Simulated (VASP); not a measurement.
# Al (Fm-3m) in VASP: further runs, part 2 of 2

VASP 6.6.1. Earlier steps stand in the parts before.

**4. Single point, PBE**

This run uses another cell than the first one, of 16.49 Å³/atom, 0.993 times its volume.

INCAR

```
ALGO     = Normal         # electronic algorithm
EDIFF    = 1E-7           # SCF threshold, eV
ENCUT    = 520            # plane-wave cutoff, eV
GGA      = PE             # functional
ISIF     = 2              # what is computed and relaxed
ISMEAR   = 0              # smearing method
LASPH    = True           # aspherical terms in the spheres
LCHARG   = False          # write CHGCAR
LREAL    = False          # projectors in reciprocal space
LWAVE    = False          # write WAVECAR
NELM     = 100            # most SCF steps
PREC     = Accurate       # precision mode
SIGMA    = 0.3            # smearing width, eV
```

KPOINTS

```
k-points
0
Gamma
  18 18 18
```

POSCAR

```
Al                                      
1.0
    0.0000000000      2.0202919453      2.0202919453
    2.0202919453      0.0000000000      2.0202919453
    2.0202919453      2.0202919453      0.0000000000
  Al            
     1
Direct
     0.0000000000000000    0.0000000000000000    0.0000000000000000
```

Potentials or basis: VASP PAW PBE potentials, release 64 (Al).

Command:

```console
$ cat potpaw_PBE.64/Al/POTCAR > POTCAR
$ mpirun -np 1 vasp_std > vasp.out
```

OUTCAR:

```text
EDIFF = 1E-7
   ENCUT = 520
   GGA = PE
   ISIF = 2
   ISMEAR = 0
   LASPH = True
   LREAL = False
   NELM = 100
   PREC = Accurate

 ion  position               nearest neighbor table
   1  0.000  0.000  0.000-

  LATTYP: Found a face centered cubic cell.
 ALAT       =     4.0405838906

  Lattice vectors:

 A1 = (   0.0000000000,   2.0202919453,   2.0202919453)
 A2 = (   2.0202919453,   0.0000000000,   2.0202919453)
 A3 = (   2.0202919453,   2.0202919453,   0.0000000000)

Analysis of symmetry for initial positions (statically):
=====================================================================
 Subroutine PRICEL returns:
 Original cell was already a primitive cell.

 Routine SETGRP: Setting up the symmetry group for a
 face centered cubic supercell.

 Subroutine GETGRP returns: Found 48 space group operations
 (whereof 48 operations were pure point group operations)
 out of a pool of 48 trial point group operations.

The static configuration has the point symmetry O_h .

Analysis of symmetry for dynamics (positions and initial velocities):
=====================================================================
 Subroutine PRICEL returns:
 Original cell was already a primitive cell.

 Routine SETGRP: Setting up the symmetry group for a
 face centered cubic supercell.

 Subroutine GETGRP returns: Found 48 space group operations
 (whereof 48 operations were pure point group operations)
 out of a pool of 48 trial point group operations.

The dynamic configuration has the point symmetry O_h .

 Subroutine INISYM returns: Found 48 space group operations
 (whereof 48 operations are pure point group operations),
 and found     1 'primitive' translations

----------------------------------------------------------------------------------------

                                     Primitive cell

[... 100 lines left out ...]
   NUPDOWN=      -1.0000    fix difference up-down
   EMIN   =  10.00;   EMAX   =-10.00  energy-range for DOS
   EFERMI =   0.00;   METHOD = LEGACY
   ISMEAR =     0;   SIGMA  =   0.30  broadening in eV -4-tet -1-fermi 0-gaus
   EFERMI_NEDOS =   21; number of points for ismear=-14 and -15
   IALGO  =     38    algorithm
   IMIX   =      4    mixing-type and parameters
     AMIX     =   0.40;   BMIX     =  1.00
     AMIX_MAG =   1.60;   BMIX_MAG =  1.00
  volume/ion in A,a.u.               =      16.49       111.29
  Fermi-wavevector in a.u.,A,eV,Ry     =   0.927594  1.752898 11.706862  0.860430
  Thomas-Fermi vector in A             =   2.053680
   LORBIT       =      0    0 simple, 1 ext, 2 COOP (PROOUT), +10 PAW based schemes
   GGA     = PE    functional components
   LHFCALC =     F    Hartree Fock is set to
   AEXX    =    0.0000 exact exchange contribution
   IVDW    =     0    specifies the selected vdW correction
   LEPSILON=     F    determine dielectric tensor
   LRPA    =     F    only Hartree local field effects (RPA)
 non-spin polarized calculation
 Gauss-broadening in eV      SIGMA  =   0.30
  energy-cutoff  :      520.00
  volume of cell :       16.49
 maximum number of plane-waves:       459
 NGX is ok and might be reduce to    24
   NGX = 11   NGY = 11   NGZ = 11

 number of electron       3.0000000 magnetization

 Free energy of the ion-electron system (eV)
  ---------------------------------------------------
  ext. energy  EPLUGINS =         0.00000000
  ---------------------------------------------------
  free energy    TOTEN  =        -3.75376762 eV

  energy without entropy =       -3.73419435  energy(sigma->0) =       -3.74398098

 E-fermi :   7.9939     XC(G=0): -10.1983

 val. band max:        7.9898167382   @ k =  -0.2778   0.2778   0.0556
 cond. band min:       7.9969256294   @ k =  -0.2778   0.5000   0.2222
 fundamental gap:      0.0071088912
 Fermi energy:         7.9939384818

 k-point     1 :       0.0000    0.0000    0.0000
  band No.  band energies     occupation
      1      -3.1326      2.00000
      2      20.6271      0.00000
      3      20.6271      0.00000
      4      20.6271      0.00000
      5      22.1227      0.00000
[... 177 lines left out ...]
 k-point    24 :      -0.2222    0.0556    0.0000
  band No.  band energies     occupation
      1      -1.4908      2.00000
      2      11.8471      0.00000
      3      17.2930      0.00000
      4      20.1454      0.00000
      5      21.8913      0.00000

 [... further k-points ...]
[... 5 lines left out ...]
  --------------------------------------------------------------------------------------
  -------------------------------------------------------------------------------------
  Total        0.0001786      0.0001786      0.0001786      0.0000000     -0.0000000     -0.0000000
  in kB        0.0173523      0.0173523      0.0173523      0.0000000     -0.0000000     -0.0000000
  external PRESSURE =       0.0173523 kB  Pullay stress =       0.0000000 kB

 VOLUME and BASIS-vectors are now :
 -----------------------------------------------------------------------------
  energy-cutoff  :      520.00
  volume of cell :       16.49
      direct lattice vectors                 reciprocal lattice vectors
     0.000000000  2.020291945  2.020291945    -0.247488984  0.247488984  0.247488984
     2.020291945  0.000000000  2.020291945     0.247488984 -0.247488984  0.247488984
     2.020291945  2.020291945  0.000000000     0.247488984  0.247488984 -0.247488984

 POSITION                                       TOTAL-FORCE (eV/Angst)
 -----------------------------------------------------------------------------------
      0.00000      0.00000      0.00000        -0.000000      0.000000      0.000000
 -----------------------------------------------------------------------------------
    total drift:                               -0.000000      0.000000     -0.000000

  FREE ENERGIE OF THE ION-ELECTRON SYSTEM (eV)
  ---------------------------------------------------
  free  energy   TOTEN  =        -3.7537676168 eV

  energy  without entropy=       -3.7341943498  energy(sigma->0) =       -3.74398098
```

OSZICAR:

```text
N       E                     dE             d eps       ncg     rms          rms(c)
DAV:   1    -0.133441967486E+01   -0.13344E+01   -0.84120E+02  2010   0.324E+02
DAV:   2    -0.375505288094E+01   -0.24206E+01   -0.21979E+01  2560   0.316E+01
DAV:   3    -0.377621630709E+01   -0.21163E-01   -0.21133E-01  2615   0.358E+00
DAV:   4    -0.377628571891E+01   -0.69412E-04   -0.69410E-04  2615   0.198E-01
DAV:   5    -0.377628614749E+01   -0.42858E-06   -0.42894E-06  2690   0.125E-02    0.130E+00
DAV:   6    -0.376327610516E+01    0.13010E-01   -0.16491E-03  2300   0.310E-01    0.759E-01
DAV:   7    -0.375377331095E+01    0.95028E-02   -0.49618E-03  2325   0.502E-01    0.146E-01
DAV:   8    -0.375376957615E+01    0.37348E-05   -0.23688E-05  2395   0.520E-02    0.726E-03
DAV:   9    -0.375376806903E+01    0.15071E-05   -0.10222E-06  2500   0.700E-03    0.118E-03
DAV:  10    -0.375376769131E+01    0.37772E-06   -0.52847E-09  1970   0.806E-04    0.872E-04
DAV:  11    -0.375376761678E+01    0.74537E-07   -0.28736E-10  1265   0.165E-04
   1 F= -.37537676E+01 E0= -.37439810E+01  d E =-.195733E-01
```

Run time: 4.5 s. Hardware: 1 thread of Intel Xeon 6975P-C (Granite Rapids), shared host; peak memory 0.14 GiB.

What came out:

```yaml
Free_energy: -3.7538 eV
Pressure: 0.0 GPa
Band_gap_on_the_k_mesh: none (metal or under the smearing width)
```

**5. Single point, PBE (a relaxed cell with its volume scaled by 0.97)**

INCAR is that of step 4.

KPOINTS is that of step 4.

POSCAR

```
Al                                      
1.0
    0.0000000000      1.9998835606      1.9998835606
    1.9998835606      0.0000000000      1.9998835606
    1.9998835606      1.9998835606      0.0000000000
  Al            
     1
Direct
     0.0000000000000000    0.0000000000000000    0.0000000000000000
```

Potentials or basis: VASP PAW PBE potentials, release 64 (Al).

Command:

```console
$ cat potpaw_PBE.64/Al/POTCAR > POTCAR
$ mpirun -np 1 vasp_std > vasp.out
```

OUTCAR:

```text
EDIFF = 1E-7
   ENCUT = 520
   GGA = PE
   ISIF = 2
   ISMEAR = 0
   LASPH = True
   LREAL = False
   NELM = 100
   PREC = Accurate

 ion  position               nearest neighbor table
   1  0.000  0.000  0.000-

  LATTYP: Found a face centered cubic cell.
 ALAT       =     3.9997671212

  Lattice vectors:

 A1 = (   0.0000000000,   1.9998835606,   1.9998835606)
 A2 = (   1.9998835606,   0.0000000000,   1.9998835606)
 A3 = (   1.9998835606,   1.9998835606,   0.0000000000)

[... 187 lines left out ...]
      5      22.8485      0.00000
[... 177 lines left out ...]
 k-point    24 :      -0.2222    0.0556    0.0000
  band No.  band energies     occupation
      1      -1.3485      2.00000
      2      12.2371      0.00000
      3      17.8067      0.00000
      4      20.7104      0.00000
      5      22.4890      0.00000

 [... further k-points ...]
[... 5 lines left out ...]
  --------------------------------------------------------------------------------------
  -------------------------------------------------------------------------------------
  Total        0.2535569      0.2535569      0.2535569     -0.0000000     -0.0000000      0.0000000
  in kB       25.3946260     25.3946260     25.3946260     -0.0000000     -0.0000000      0.0000000
  external PRESSURE =      25.3946260 kB  Pullay stress =       0.0000000 kB

 VOLUME and BASIS-vectors are now :
 -----------------------------------------------------------------------------
  energy-cutoff  :      520.00
  volume of cell :       16.00
      direct lattice vectors                 reciprocal lattice vectors
     0.000000000  1.999883561  1.999883561    -0.250014556  0.250014556  0.250014556
     1.999883561  0.000000000  1.999883561     0.250014556 -0.250014556  0.250014556
     1.999883561  1.999883561  0.000000000     0.250014556  0.250014556 -0.250014556

 POSITION                                       TOTAL-FORCE (eV/Angst)
 -----------------------------------------------------------------------------------
      0.00000      0.00000      0.00000        -0.000000     -0.000000     -0.000000
 -----------------------------------------------------------------------------------
    total drift:                               -0.000000      0.000000      0.000000

  FREE ENERGIE OF THE ION-ELECTRON SYSTEM (eV)
  ---------------------------------------------------
  free  energy   TOTEN  =        -3.7499349079 eV

  energy  without entropy=       -3.7308332824  energy(sigma->0) =       -3.74038410
```

It took 4.3 s on 1 thread of Intel Xeon 6975P-C (Granite Rapids), shared host; peak memory 0.14 GiB.

Results:

- Free energy: -3.7499 eV
- Pressure: 2.5 GPa
- Band gap on the k mesh: none (metal or under the smearing width)

Levels at points of the mesh, in eV from the Fermi level:
```csv
k point,band 1,band 2,band 3,band 4
"(0.00, 0.00, 0.00)",-11.34,12.80,12.80,12.80
"(0.50, 0.00, 0.00)",-4.71,-4.41,11.61,11.61
"(0.50, 0.50, 0.00)",-2.99,-1.60,5.27,5.75
```

**6. Summary**

```tsv
task	cell	gap on the mesh (eV)	pressure (GPa)
relaxation of cell and atoms	relaxed	none	0.0
single point	as given	none	0.0
single point	a relaxed cell with its volume scaled by 0.97	none	2.5
```

Alike in all rows: level PBE; potentials or basis VASP PAW PBE potentials, release 64 (Al); no spin polarisation; k mesh 18 × 18 × 18; cutoff (eV) 520; smearing gaussian 0.3 eV.

Caveats: the relaxation stopped at its first step, so nothing moved (some runs).

Absolute energies hang on the potentials; compare differences alone.
